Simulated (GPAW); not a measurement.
**Quasiparticle gap of LiH (Fm-3m) in GPAW**

Aim: the G0W0 gap of LiH (Fm-3m) on PBE, step by step.

Main program and level: GPAW 26.7.0; PBE and many-body steps on it, plane waves.

The database entry behind the starting cell differs from later determinations by our own check (the deuteride, about 0.2 % short), so it need not match the best structure at ambient conditions.

## (1) Set-up

The structure is cubic, space group Fm-3m (No. 225). Conventional cell: a = 4.074 Å, b = 4.074 Å, c = 4.074 Å, α = 90.00°, β = 90.00°, γ = 90.00°. Nearest to Li lie 6 H at 2.04 Å. Nearest to H lie 6 Li at 2.04 Å. Farther neighbours are not listed.

As a file:

```cif
data_structure
_symmetry_space_group_name_H-M 'P 1'
_symmetry_Int_Tables_number 1
_cell_length_a 2.8804
_cell_length_b 2.8804
_cell_length_c 2.8804
_cell_angle_alpha 60.000
_cell_angle_beta 60.000
_cell_angle_gamma 60.000
_cell_volume 16.90
loop_
_atom_site_label
_atom_site_type_symbol
_atom_site_fract_x
_atom_site_fract_y
_atom_site_fract_z
_atom_site_occupancy
Li1 Li 0.00000 0.00000 0.00000 1
H2 H 0.50000 0.50000 0.50000 1
```

The cell and positions come from the Crystallography Open Database and are kept as given unless a step says otherwise.

## (2) Ground state

This step: GPAW 26.7.0; DFT, PBE, plane waves, PAW.

The ground-state density comes first.

The input, run.py:

```python
import json
import numpy as np
from gpaw.mpi import world
from ase import Atoms
from gpaw import GPAW, PW, FermiDirac

atoms = Atoms(['Li', 'H'],
    cell=[[0.0000000000, 2.0367500000, 2.0367500000],
      [2.0367500000, 0.0000000000, 2.0367500000],
      [2.0367500000, 2.0367500000, 0.0000000000]],
    scaled_positions=[[0.0000000000, 0.0000000000, 0.0000000000],
      [0.5000000000, 0.5000000000, 0.5000000000]],
    pbc=(True, True, True))
calc = GPAW(mode=PW(600),
    xc='PBE',
    kpts={'size': (10, 10, 10), 'gamma': True},
    occupations=FermiDirac(0.001),
    nbands=-7,
    convergence={'density': 1e-6, 'bands': -3},
    maxiter=100,
    txt='gs.txt')
atoms.calc = calc
res = {'energy': atoms.get_potential_energy()}
kpts = calc.get_ibz_k_points()
res['kpts'] = kpts
res['eigenvalues'] = [calc.get_eigenvalues(kpt=k) for k in range(len(kpts))]
res['n_electrons'] = calc.get_number_of_electrons()
calc.write('gs.gpw')

if world.rank == 0:
    with open('result.json', 'w') as f:
        json.dump(res, f, default=lambda x: x.tolist())
```

Started as:

```console
> mpirun -n 4 gpaw python run.py
```

Output:

```text
__  _  _
 | _ |_)|_||  |
 |__||  | ||/\| - 26.7.0

Input parameters:
  mode=PW(ecut=600.0),
  convergence={'density': 1e-06, 'bands': -3},
  kpts=MonkhorstPack(size=(10, 10, 10), gamma=True),
  maxiter=100,
  nbands=-7,
  occupations=Occupations(name='fermi-dirac', width=0.001, fixmagmom=False),
  xc=XC(name='PBE')
  [... matrices ...]
Diagonalizing LCAO Hamiltonian
Converting LCAO to pw mode

              H

       Li

Atoms  # Å, Bohr magnetons
|   | symbol |        x |        y |        z |    initial magnetic moments |
| 0 |     Li | 0.000000 | 0.000000 | 0.000000 | ( 0.0000,  0.0000,  0.0000) |
| 1 |      H | 2.036750 | 2.036750 | 2.036750 | ( 0.0000,  0.0000,  0.0000) |

Unit cell  # Å
| periodic |        x |        y |        z |  lengths |    angles |
|      yes | 0.000000 | 2.036750 | 2.036750 | 2.880399 | 60.000000 |
|      yes | 2.036750 | 0.000000 | 2.036750 | 2.880399 | 60.000000 |
|      yes | 2.036750 | 2.036750 | 0.000000 | 2.880399 | 60.000000 |

Number of symmetries: 48
Symmetry operations  # r_c * U_cc + t_c -> r_c
|    | kind |            matrix            |
|  0 |  σ   |  1, 0, 0,  1, 0,-1,  1,-1, 0 |
|  1 |  C2  |  1, 0, 0,  1,-1, 0,  1, 0,-1 |
|  2 |  E   |  1, 0, 0,  0, 1, 0,  0, 0, 1 |
|  3 |  σ   |  1, 0, 0,  0, 0, 1,  0, 1, 0 |
|  4 |  C4  |  1, 0,-1,  1, 0, 0,  1,-1, 0 |
|  5 |  S6  |  1, 0,-1,  1,-1, 0,  1, 0, 0 |
|  6 |  σ   |  1, 0,-1,  0, 1,-1,  0, 0,-1 |
|  7 |  C3  |  1, 0,-1,  0, 0,-1,  0, 1,-1 |
|  8 |  S6  |  1,-1, 0,  1, 0, 0,  1, 0,-1 |
|  9 |  C4  |  1,-1, 0,  1, 0,-1,  1, 0, 0 |
| 10 |  C3  |  1,-1, 0,  0,-1, 1,  0,-1, 0 |
| 11 |  σ   |  1,-1, 0,  0,-1, 0,  0,-1, 1 |
| 12 |  σ   |  0, 1, 0,  1, 0, 0,  0, 0, 1 |
| 13 |  C4  |  0, 1, 0,  0, 1,-1, -1, 1, 0 |
| 14 |  C3  |  0, 1, 0,  0, 0, 1,  1, 0, 0 |
| 15 |  S6  |  0, 1, 0, -1, 1, 0,  0, 1,-1 |
| 16 |  C2  |  0, 1,-1,  1, 0,-1,  0, 0,-1 |
| 17 |  σ   |  0, 1,-1,  0, 1, 0, -1, 1, 0 |
| 18 |  S4  |  0, 1,-1,  0, 0,-1,  1, 0,-1 |
| 19 |  C4  |  0, 1,-1, -1, 1, 0,  0, 1, 0 |
| 20 |  C3  |  0, 0, 1,  1, 0, 0,  0, 1, 0 |
| 21 |  σ   |  0, 0, 1,  0, 1, 0,  1, 0, 0 |
| 22 |  S6  |  0, 0, 1,  0,-1, 1, -1, 0, 1 |
| 23 |  C4  |  0, 0, 1, -1, 0, 1,  0,-1, 1 |
| 24 |  S4  |  0, 0,-1,  1, 0,-1,  0, 1,-1 |
| 25 |  C3  |  0, 0,-1,  0, 1,-1,  1, 0,-1 |
| 26 |  C2  |  0, 0,-1,  0,-1, 0, -1, 0, 0 |
| 27 |  S6  |  0, 0,-1, -1, 0, 0,  0,-1, 0 |
| 28 |  S4  |  0,-1, 1,  1,-1, 0,  0,-1, 0 |
| 29 |  C4  |  0,-1, 1,  0, 0, 1, -1, 0, 1 |
| 30 |  C2  |  0,-1, 1,  0,-1, 0,  1,-1, 0 |
| 31 |  σ   |  0,-1, 1, -1, 0, 1,  0, 0, 1 |
| 32 |  C3  |  0,-1, 0,  1,-1, 0,  0,-1, 1 |
| 33 |  S6  |  0,-1, 0,  0, 0,-1, -1, 0, 0 |
| 34 |  S4  |  0,-1, 0,  0,-1, 1,  1,-1, 0 |
| 35 |  C2  |  0,-1, 0, -1, 0, 0,  0, 0,-1 |
| 36 |  C2  | -1, 1, 0,  0, 1, 0,  0, 1,-1 |
| 37 |  S6  | -1, 1, 0,  0, 1,-1,  0, 1, 0 |
| 38 |  S4  | -1, 1, 0, -1, 0, 1, -1, 0, 0 |
| 39 |  C3  | -1, 1, 0, -1, 0, 0, -1, 0, 1 |
| 40 |  S6  | -1, 0, 1,  0, 0, 1,  0,-1, 1 |
| 41 |  C2  | -1, 0, 1,  0,-1, 1,  0, 0, 1 |
| 42 |  C3  | -1, 0, 1, -1, 1, 0, -1, 0, 0 |
| 43 |  S4  | -1, 0, 1, -1, 0, 0, -1, 1, 0 |
| 44 |  C2  | -1, 0, 0,  0, 0,-1,  0,-1, 0 |
| 45 |  i   | -1, 0, 0,  0,-1, 0,  0, 0,-1 |
| 46 |  σ   | -1, 0, 0, -1, 1, 0, -1, 0, 1 |
| 47 |  C2  | -1, 0, 0, -1, 0, 1, -1, 1, 0 |

BZ-sampling:
  Number of BZ points: 1000
  Number of IBZ points: 47

  Monkhorst-Pack size: [10, 10, 10]
  Monkhorst-Pack shift: [0.05, 0.05, 0.05]

K-points  # in reciprocal-cell coordinates
|     |                                coordinates |     weight |
|   0 | (  0.00000000,   0.00000000,   0.00000000) | 0.00100000 |
|   1 | (  0.10000000,   0.10000000,   0.00000000) | 0.00600000 |
|   2 | (  0.10000000,   0.10000000,   0.10000000) | 0.00800000 |
|   3 | (  0.20000000,   0.10000000,   0.10000000) | 0.01200000 |
|   4 | (  0.20000000,   0.20000000,   0.00000000) | 0.00600000 |
|   5 | (  0.20000000,   0.20000000,   0.10000000) | 0.02400000 |
|   6 | (  0.20000000,   0.20000000,   0.20000000) | 0.00800000 |
|   7 | (  0.30000000,   0.20000000,   0.10000000) | 0.02400000 |
|   8 | (  0.30000000,   0.20000000,   0.20000000) | 0.02400000 |
|   9 | (  0.30000000,   0.30000000,   0.00000000) | 0.00600000 |
| ... |                                            |            |
|  46 | (  0.50000000,   0.50000000,   0.50000000) | 0.00400000 |

Plane wave coefficients: 588
Cutoff: 600.0 eV

Spin-components: 1 (collinear spins)
Bands:           8
Projectors:      6
Spin-degeneracy: 2
Datatype:        complex128

  Storage: CPU
  Wave functions: 3_230_592 bytes (807_648 per core)
  Projectors: 4_845_888 bytes (1_211_472 per core)
  [... matrices ...]
Parallelization:
  kpt:    4
  domain: 1
  band:   1

Density:
  Valence electrons: 2.0
  Components: 1
  Grid points: [18 18 18]
  Charge: 0.0  # |e|

Potential:
  Grid points: [18 18 18]

species:
  Li:
    name:    Lithium
    Z:       3.0
    valence: 1
    core:    2
    charge:  0.0  # [|e|]
    compensation charges:
      type: gauss
      rc: 0.33  # [Å]
      lmax: 2
    cutoffs:
      filter: 1.91  # [Å]
      core: 2.55  # [Å]
    projectors
    | kind |    occ | energy [eV] | rcut [Å] |
    |   2s |  1.000 |      -2.874 |    1.058 |
    |   2p |  0.000 |      -1.090 |    1.058 |
    |    s |        |      24.337 |    1.058 |

    Using partial waves for Li as LCAO basis

  H:
    name:    Hydrogen
    Z:       1.0
    valence: 1
    core:    0
    charge:  0.0  # [|e|]
    compensation charges:
      type: gauss
      rc: 0.15  # [Å]
      lmax: 2
    cutoffs:
      filter: 0.85  # [Å]
      core: 0.53  # [Å]
    projectors
    | kind |    occ | energy [eV] | rcut [Å] |
    |   1s |  1.000 |      -6.494 |    0.476 |
    |    s |        |      20.717 |    0.476 |
    |    p |        |       0.000 |    0.476 |

    Using partial waves for H as LCAO basis

Reference energy: -215.277982  # eV

eigensolver:
  PPCG
  Converge bands: -3
  niter=2

density mixing:
  MSR1-Mixer
  Pratt-step length: 0.05
  Maximum mixing coefficient: 0.75
  Old densities: 10
  SVD Regularization: 0.005
  Good broyden scale: 1.0
  Trust region scale: 1.0
  Backstep threshold: 4.0
  History deletion threshold: 6.0
  Fourier metric: weight=20.0, sigma=0.015

occupation numbers:
  Fermi-Dirac:
    width: 0.0010  # eV

poisson solver:
  ecut: 4800.0  # eV

xc functional:
  name: PBE with 2 nearest neighbor stencil

Initialization done in: 0.837 s

convergence criteria:
- Maximum integral of absolute [dens]ity change: 1e-06 electrons / valence electron
- Maximum [total energy] change in last 3 cyles: 0.0005 eV / valence electron
- Maximum integral of absolute [eigenst]ate change: 4e-08 eV^2 / valence electron
maximum number of iterations: 100

SCF iterations
|iter     |     time |      energy | eigst |  dens |
|iter:   1|  |   -6.292563 | +2.44 |       |
|iter:   2|  |   -6.267441 | +0.41 | -0.56 |
|iter:   3|  |   -6.105923 | -1.83 | -0.59 |
|iter:   4|  |   -6.102039 | -2.71 | -1.26 |
|iter:   5|  |   -6.102305 | -3.33 | -1.96 |
|iter:   6|  |   -6.102324c| -4.74 | -2.66 |
|iter:   7|  |   -6.102324c| -6.20 | -4.14 |
|iter:   8|  |   -6.102323c| -6.40 | -4.48 |
|iter:   9|  |   -6.102323c| -7.45c| -5.22 |
|iter:  10|  |   -6.102323c| -7.83c| -5.75 |
|iter:  11|  |   -6.102323c| -9.38c| -6.94c|

Converged in 11 steps
SCF loop duration: 1.270 s (0.115 s/step)
Energy contributions relative to reference atoms: (reference = -215.277982)
  [... matrices ...]
Energy contributions:
  Kinetic:           5.329029
  Coulomb:          -5.630523
  Zero:             -0.010760
  External:          0.000000
  Xc:               -5.790070
  Entropy:          -0.000000
  Spinorbit:         0.000000
  ----------------------------
  Free energy:      -6.102323
  Extrapolated:     -6.102323

dipole moment: (-2.336719, -2.336719, -2.336719)  # |e|*Ang

Fermi level: 0.519
Eigenvalues  # (at kpt = [0.000, 0.000, 0.000])
| band index |      eig [eV] | occ [0-2] |
|          0 |        -5.649 |     2.000 |
|          1 |        15.084 |     0.000 |
|          2 |        17.137 |     0.000 |
|          3 |        17.137 |     0.000 |
|          4 |        17.137 |     0.000 |
|          5 |        21.859 |     0.000 |
|          6 |        21.859 |     0.000 |
|          7 |        21.859 |     0.000 |

Gap: 2.999 eV
Transition (v -> c):
  (s=0, k=41, n=0, [0.50, 0.50, 0.00]) -> (s=0, k=41, n=1, [0.50, 0.50, 0.00])
No difference between direct/indirect transitions
# Writing to gs.gpw (mode='')
  [... matrices ...]
```

The job ended after 3.5 s (4 MPI ranks of Arm Neoverse V2, shared host; peak memory 0.55 GiB).

Numbers from this step:

```
total energy               : -6.102 eV
gap                        : 2.999 eV
k of the valence top       : 0.5, 0.5, 0
k of the conduction bottom : 0.5, 0.5, 0
least direct gap           : 2.999 eV
```

The gap is direct, at (0.500, 0.500, 0.000).

## (3) Bands along the symmetry lines

The cheap functional maps the bands first; the places of the edges decide which points the dearer methods must see.

The input, run.py:

```python
import json
import numpy as np
from gpaw.mpi import world
from gpaw import GPAW

path = [[0.000000, 0.000000, 0.000000],
    [0.062500, 0.000000, 0.062500],
    [0.125000, 0.000000, 0.125000],
    [0.187500, 0.000000, 0.187500],
    [0.250000, 0.000000, 0.250000],
    [0.312500, 0.000000, 0.312500],
    [0.375000, 0.000000, 0.375000],
    [0.437500, 0.000000, 0.437500],
    [0.500000, 0.000000, 0.500000],
    [0.515625, 0.031250, 0.515625],
    [0.531250, 0.062500, 0.531250],
    [0.546875, 0.093750, 0.546875],
    [0.562500, 0.125000, 0.562500],
    [0.578125, 0.156250, 0.578125],
    [0.593750, 0.187500, 0.593750],
    [0.609375, 0.218750, 0.609375],
    [0.625000, 0.250000, 0.625000],
    [0.375000, 0.375000, 0.750000],
    [0.328125, 0.328125, 0.656250],
    [0.281250, 0.281250, 0.562500],
    [0.234375, 0.234375, 0.468750],
    [0.187500, 0.187500, 0.375000],
    [0.140625, 0.140625, 0.281250],
    [0.093750, 0.093750, 0.187500],
    [0.046875, 0.046875, 0.093750],
    [0.000000, 0.000000, 0.000000],
    [0.062500, 0.062500, 0.062500],
    [0.125000, 0.125000, 0.125000],
    [0.187500, 0.187500, 0.187500],
    [0.250000, 0.250000, 0.250000],
    [0.312500, 0.312500, 0.312500],
    [0.375000, 0.375000, 0.375000],
    [0.437500, 0.437500, 0.437500],
    [0.500000, 0.500000, 0.500000],
    [0.500000, 0.468750, 0.531250],
    [0.500000, 0.437500, 0.562500],
    [0.500000, 0.406250, 0.593750],
    [0.500000, 0.375000, 0.625000],
    [0.500000, 0.343750, 0.656250],
    [0.500000, 0.312500, 0.687500],
    [0.500000, 0.281250, 0.718750],
    [0.500000, 0.250000, 0.750000],
    [0.500000, 0.218750, 0.718750],
    [0.500000, 0.187500, 0.687500],
    [0.500000, 0.156250, 0.656250],
    [0.500000, 0.125000, 0.625000],
    [0.500000, 0.093750, 0.593750],
    [0.500000, 0.062500, 0.562500],
    [0.500000, 0.031250, 0.531250],
    [0.500000, 0.000000, 0.500000]]
calc = GPAW('gs.gpw').fixed_density(kpts=path,
    symmetry='off',
    nbands=11,
    convergence={'bands': 7},
    txt='bands.txt')
res = {}
kpts = calc.get_ibz_k_points()
res['kpts'] = kpts
res['eigenvalues'] = [calc.get_eigenvalues(kpt=k) for k in range(len(kpts))]
res['n_electrons'] = calc.get_number_of_electrons()

if world.rank == 0:
    with open('result.json', 'w') as f:
        json.dump(res, f, default=lambda x: x.tolist())
```

Started as:

```console
> mpirun -n 4 gpaw python run.py
```

Output:

```text
Diagonalizing LCAO Hamiltonian
Converting LCAO to pw mode
convergence criteria:
- Maximum integral of absolute [eigenst]ate change: 4e-08 eV^2 / valence electron
maximum number of iterations: 100

SCF iterations
|iter     |     time |      energy | eigst |  dens |
|iter:   1|  |             | +3.14 |       |
|iter:   2|  |             | +1.30 |       |
|iter:   3|  |             | -1.72 |       |
[...]
|iter:   7|  |             | -6.71 |       |
|iter:   8|  |             | -7.23 |       |
|iter:   9|  |             | -7.82c|       |
SCF steps: 9
  __  _  _
 | _ |_)|_||  |
 |__||  | ||/\| - 26.7.0

Input parameters:
  mode=PW(ecut=600.0),
  convergence={'bands': 7},
  gpts=array([18, 18, 18]),
  kpts=KPoints(kpts=array([[0.      , 0.      , 0.      ],
         [0.0625  , 0.      , 0.0625  ],
         [0.125   , 0.      , 0.125   ],
         [0.1875  , 0.      , 0.1875  ],
[...]
[0.515625, 0.03125 , 0.515625],
[...]
[0.546875, 0.09375 , 0.546875],
[...]
[0.578125, 0.15625 , 0.578125],
[...]
[0.609375, 0.21875 , 0.609375],
[...]
[0.328125, 0.328125, 0.65625 ],
[...]
[0.234375, 0.234375, 0.46875 ],
[...]
[0.140625, 0.140625, 0.28125 ],
[...]
[0.046875, 0.046875, 0.09375 ],
[...]
[0.5     , 0.0625  , 0.5625  ],
         [0.5     , 0.03125 , 0.53125 ],
         [0.5     , 0.      , 0.5     ]])),
  maxiter=100,
  nbands=11,
  occupations=Occupations(name='fermi-dirac', width=0.001, fixmagmom=False),
  parallel={},
  symmetry=Symmetry(point_group=False, time_reversal=False),
  xc=XC(name='PBE')
  [... matrices ...]
timing:  # [seconds]
  Total: 0.020  # ━━━━━━━━━━━━━━━━━━━━━━━━━━━━━━━━━━━━━━━━━━━━━━━━━━━━━━━━━━━
```

The job ended after 3.3 s (4 MPI ranks; peak memory 0.55 GiB; 13 s of CPU time).

This step gave:

```yaml
gap: 2.999 eV
k_of_the_valence_top: 0.5, 0, 0.5
k_of_the_conduction_bottom: 0.5, 0, 0.5
least_direct_gap: 2.999 eV
```

The gap is 2.999 eV, as in the run before at this level.

The electronic bands at the labelled points (eV, zero at the top of the highest filled band; v1 is the highest filled band, c1 the lowest empty one):

| point | v1 | c1 | c2 | c3 | c4 |
| --- | --- | --- | --- | --- | --- |
| Γ | -5.28 | 15.45 | 17.51 | 17.51 | 17.51 |
| halfway | -3.77 | 10.13 | 12.76 | 12.76 | 16.04 |
| X | 0.00 | 3.00 | 10.59 | 10.59 | 13.78 |
| halfway | -0.08 | 3.28 | 8.96 | 10.86 | 15.54 |
| U | -0.48 | 4.11 | 7.41 | 11.70 | 15.69 |
| jump to K | -0.48 | 4.11 | 7.41 | 11.70 | 15.69 |
| halfway | -3.69 | 9.75 | 9.90 | 15.69 | 17.10 |
| Γ | -5.28 | 15.45 | 17.51 | 17.51 | 17.51 |
| halfway | -4.23 | 9.47 | 14.61 | 16.30 | 16.30 |
| L | -2.51 | 4.80 | 13.25 | 16.15 | 16.15 |
| halfway | -1.63 | 5.00 | 8.67 | 12.95 | 16.02 |
| W | -0.21 | 5.22 | 5.22 | 11.40 | 17.20 |
| halfway | -0.11 | 3.56 | 7.93 | 10.99 | 16.85 |
| X | 0.00 | 3.00 | 10.59 | 10.59 | 13.78 |

The electronic bands as a text plot (rows in eV, shown from -5.3 to 9.0 only):

```
    8.7 |              ++     ++                      +       +
    8.1 |       ++            ++                             +
    7.5 |                ++ ++               ++        +
    6.9 |                  +
    6.3 |                   ++                 +        +   +
    5.7 |         +                                      + +
    5.1 |                  +                    +   +++++++
    4.5 |                                        +++       ++
    3.9 |          ++    ++
    3.3 |             +++                                    +++
    2.8 |            +                                          +
    2.2 |
    1.6 |
    1.0 |
    0.4 |
   -0.2 |            ******                              ********
   -0.8 |          **      *                            *
   -1.4 |                                             **
   -2.0 |         *         **                      **
   -2.6 |                     **                ****
   -3.2 |       **                             *
   -3.8 |     **                *            **
   -4.4 |    *                   **        **
   -5.0 |****                      ********
         Γ           X  U|K            Γ         L        W     X
```

## (4) Empty states on the mesh, 8×8×8 mesh, 261 bands

The sums over transitions need many empty states on a uniform mesh; this step solves for them.

The input, run.py:

```python
import json
import numpy as np
from gpaw.mpi import world
from gpaw import GPAW

calc = GPAW('gs.gpw').fixed_density(kpts={'size': (8, 8, 8), 'gamma': True},
    parallel={'domain': 1, 'band': 1},
    txt='nscf.txt')
calc.diagonalize_full_hamiltonian(nbands=261)
calc.write('full.gpw', mode='all')
res = {}
kpts = calc.get_ibz_k_points()
res['kpts'] = kpts
res['eigenvalues'] = [calc.get_eigenvalues(kpt=k) for k in range(len(kpts))]
res['n_electrons'] = calc.get_number_of_electrons()

if world.rank == 0:
    with open('result.json', 'w') as f:
        json.dump(res, f, default=lambda x: x.tolist())
```

Started as:

```console
> mpirun -n 4 gpaw python run.py
```

Output:

```text
Diagonalizing LCAO Hamiltonian
Converting LCAO to pw mode
convergence criteria:
- Maximum integral of absolute [eigenst]ate change: 4e-08 eV^2 / valence electron
maximum number of iterations: 100

SCF iterations
|iter     |     time |      energy | eigst |  dens |
|iter:   1|  |             | +2.45 |       |
|iter:   2|  |             | +0.37 |       |
|iter:   3|  |             | -2.09 |       |
|iter:   4|  |             | -4.71 |       |
|iter:   5|  |             | -7.16 |       |
|iter:   6|  |             | -8.39c|       |
SCF steps: 6
  __  _  _
 | _ |_)|_||  |
 |__||  | ||/\| - 26.7.0

Input parameters:
  mode=PW(ecut=600.0),
  convergence={'density': 1e-06, 'bands': -3},
  gpts=array([18, 18, 18]),
  kpts=MonkhorstPack(size=(8, 8, 8), gamma=True),
  maxiter=100,
  nbands=8,
  occupations=Occupations(name='fermi-dirac', width=0.001, fixmagmom=False),
  parallel={'domain': 1, 'band': 1},
  xc=XC(name='PBE')
Matrix size: 570x570
# Writing to full.gpw (mode='all')
  [... matrices ...]

timing:  # [seconds]
  Total: 2.532  # ━━━━━━━━━━━━━━━━━━━━━━━━━━━━━━━━━━━━━━━━━━━━━━━━━━━━━━━━━━━
```

Run time: 5.3 s. Hardware: 4 MPI ranks; peak memory 0.75 GiB.

Numbers from this step:

```yaml
gap: 2.999 eV
k_of_the_valence_top: 0.5, 0.5, 0
k_of_the_conduction_bottom: 0.5, 0.5, 0
least_direct_gap: 2.999 eV
k_points_computed: 29
lowest_point_of_the_top_converged_band_above_the_valence_top: 338.7529 eV
```

On this mesh the gap is 2.999 eV.

(Part 1 of 2 ends here.)

[Paths, hosts, dates, memory and timing lines, banners, echoed tables and standing remarks are left out of the program output.]

[Logs are printed without paths, hosts, clocks, repeated set-up lines and the standing remarks that a program may print on its own settings, such as how far it seeks lower states.]

[Runs of the session that timed out or met a known fault of the program may be left out.]

[Hosts, paths, dates, database ids (printed as entryN), source tags and the programs' standing remarks are cut or masked in the printed files.]
